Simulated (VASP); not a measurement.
Crystal: C.

```xyz
4
Lattice="-1.3886 1.3886 2.7696 1.3886 -1.3886 2.7696 1.3886 1.3886 -2.7696" Properties=species:S:1:pos:R:3 pbc="T T T"
C     1.0036   -0.6943    3.4620
C    -0.6943    1.0036    2.0772
C     2.0829    0.3850   -0.6924
C     0.3850    2.0829    0.6924
```

The cell was built by a generator and needn't be a form met in nature.

- Program: VASP 6.6.1
- Task: relaxation of cell and atoms
- Functional: PBE
- Potentials or basis: VASP PAW PBE potentials, release 64 (C)
- Cutoff: 600 eV
- k mesh: 8 × 8 × 8
- Occupations: gaussian, width 0.1 eV
- Spin: no spin polarisation

At the start: pressure 77.6 GPa; volume 5.34 Å³/atom.

**Question.** How do energy, volume and symmetry change on relaxing?

**Answer.** Over 12 steps the energy falls by 256.9 meV/atom and the volume is 6.30 Å³/atom (+18.0 %); space group I4_122 (No. 98, to 0.05 Å).

The path:
```csv
step,energy change (eV),largest force (eV/Å),pressure (GPa),volume (Å³)
1,0.0000,1.9855,77.59,21.36
2,0.2593,1.4152,-42.88,30.27
3,-1.0037,0.4124,0.65,24.92
4,-1.0070,0.3410,3.17,24.74
5,-1.0072,0.3117,4.19,24.67
6,-1.0160,0.3707,-2.86,25.24
7,-1.0204,0.1180,-0.40,25.03
8,-1.0257,0.0828,0.34,25.07
9,-1.0272,0.0550,1.04,25.11
10,-1.0273,0.0518,1.12,25.11
11,-1.0274,0.0561,-0.78,25.28
12,-1.0277,0.0065,0.08,25.20
```

Final structure:
```
C
1.0
    -1.45791    1.45791    2.96433
     1.45791   -1.45791    2.96433
     1.45791    1.45791   -2.96433
C
4
Direct
  0.37500 0.00112 0.12612
  0.75112 0.12500 0.12612
  0.99888 0.62500 0.87388
  0.87500 0.24888 0.87388
```

Caveat: the k mesh is coarse (spacing up to 0.40 Å⁻¹), so the values aren't converged; the volume moved by over 15 % at a fixed basis, so the end points are rough.
